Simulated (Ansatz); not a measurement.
Runs of Ansatz 0.2.0 on Y. The structure is cubic, space group Fm-3m (No. 225). Conventional cell: a = 5.104 Å, b = 5.104 Å, c = 5.104 Å, α = 90.00°, β = 90.00°, γ = 90.00°. Y (site symmetry m-3m) is surrounded by 12 Y at 3.61 Å. This isn't the form of Y at room conditions, which is hcp.

```tsv
task	level	spin	cell	k mesh	points for each segment of the path	gap on the mesh (eV)	pressure (GPa)	relaxed volume (Å³/atom)
band structure	PBE	off	as given	7 × 7 × 7	14	none	-1.0	-
relaxation of cell and atoms	PBE	SOC, no magnetisation	relaxed	7 × 7 × 7	-	none	0.0	(a)
relaxation of cell and atoms	RPBE+D3(BJ)	off	relaxed	9 × 9 × 9	-	none	0.0	21.89
relaxation of cell and atoms	RPBE+D4	off	relaxed	9 × 9 × 9	-	none	0.0	32.28
band structure	PBE	SOC, no magnetisation	as given	7 × 7 × 7	14	none	-1.0	-
relaxation of cell and atoms	PBE	off	relaxed	7 × 7 × 7	-	none	0.0	32.41
```

Alike in all rows: potentials or basis Ansatz PAW; cutoff (eV) 420; smearing fermi-dirac 0.05 eV.

Task: Estimate the missing entries.

Result: (a) 32.40.

Caveats: the plane-wave basis is chosen anew once the cell has moved, so the energies of steps on either side of that aren't comparable (some runs); pairwise dispersion overbinds metals, which lowers pressure and volume (some runs); the PAW data sets come from PBE, with cores solved anew for the run's functional, which leaves a small shift of forces and pressure (some runs); the volume moved by over 15 % at a fixed basis, so the end points are rough (some runs).

A k mesh can miss the band edges, and rows without SOC leave out spin-orbit coupling on Y.

A gap of «none» marks a metal or a gap under the smearing width.
